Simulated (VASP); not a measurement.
# InP in VASP 6.6.1, single-point calculation

INCAR

```
ISIF = 2
LDAUL = 2 2 2
EDIFF = 1E-7
ENCUT = 520
SIGMA = 0.02
LDAU = .TRUE.
NELM = 58
LCHARG = .FALSE.
PREC = Accurate
NBANDS = 16
ISMEAR = -1
LWAVE = .FALSE.
LASPH = .TRUE.
LREAL = .FALSE.
GGA = PE
LDAUTYPE = 2
NSW = 0
LDAUU = 4 4 4
IBRION = -1
```

KPOINTS

```
KPOINTS created by Atomic Simulation Environment
0
Gamma
8 8 8
0 0 0
```

POSCAR

```
In P
 1.0000000000000000
     0.0000000000000000    2.9537876347999998    3.0128633874999999
     2.9537876347999998    0.0000000000000000    3.0128633874999999
     2.9537876347999998    2.9537876347999998    0.0000000000000000
 In  P
   1   1
Cartesian
  0.0000000000000000  0.0000000000000000  0.0000000000000000
  1.4768938173999999  1.4768938173999999  1.5064316937500000
```

The recommended PBE PAW datasets give the neutral cell 18 valence electrons.

Command

```
mpirun -np 1 vasp_std
```

OSZICAR

```
N       E                     dE             d eps       ncg     rms          rms(c)
DAV:   1     0.113664209903E+03    0.11366E+03   -0.84729E+03  1896   0.126E+03
DAV:   2     0.512166843383E+00   -0.11315E+03   -0.10855E+03  2096   0.307E+02
DAV:   3    -0.843566311422E+01   -0.89478E+01   -0.89151E+01  2440   0.833E+01
DAV:   4    -0.868172131457E+01   -0.24606E+00   -0.24601E+00  2416   0.152E+01
DAV:   5    -0.869310880990E+01   -0.11387E-01   -0.11387E-01  2856   0.277E+00    0.529E+00
DAV:   6    -0.832238519609E+01    0.37072E+00   -0.61063E-01  2976   0.108E+01    0.314E+00
DAV:   7    -0.829757899250E+01    0.24806E-01   -0.14681E-01  2752   0.275E+00    0.122E+00
DAV:   8    -0.829843289596E+01   -0.85390E-03   -0.13616E-02  2256   0.129E+00    0.260E-01
DAV:   9    -0.829901433612E+01   -0.58144E-03   -0.11388E-03  2488   0.383E-01    0.152E-01
DAV:  10    -0.829918392364E+01   -0.16959E-03   -0.21109E-04  2512   0.149E-01    0.859E-02
DAV:  11    -0.829925745502E+01   -0.73531E-04   -0.16103E-04  2296   0.109E-01    0.564E-02
DAV:  12    -0.829925837692E+01   -0.92190E-06   -0.10157E-05  2120   0.211E-02    0.952E-03
DAV:  13    -0.829925886118E+01   -0.48425E-06   -0.14825E-06  2560   0.683E-03    0.665E-03
DAV:  14    -0.829925902056E+01   -0.15938E-06   -0.23682E-07  2344   0.493E-03    0.147E-03
DAV:  15    -0.829925908106E+01   -0.60502E-07   -0.14192E-08  1888   0.853E-04
   1 F= -.82992591E+01 E0= -.82992591E+01  d E =-.148863E-08
```

It converged. Results: gap between bands v and c on the k mesh 0.59 eV; least direct gap on the k mesh 0.59 eV; pressure -0.9 GPa. Band v is the last that the valence electrons fill when counted band by band, and c is the next.

Problem. What is wrong with this input?

Solution. Wrong count of Hubbard values. On sound settings PBE gives a gap of 0.44 eV on its mesh and a pressure of 0.3 GPa for the intended cell. This run's energy (σ→0) differs from it by 52 meV an atom.
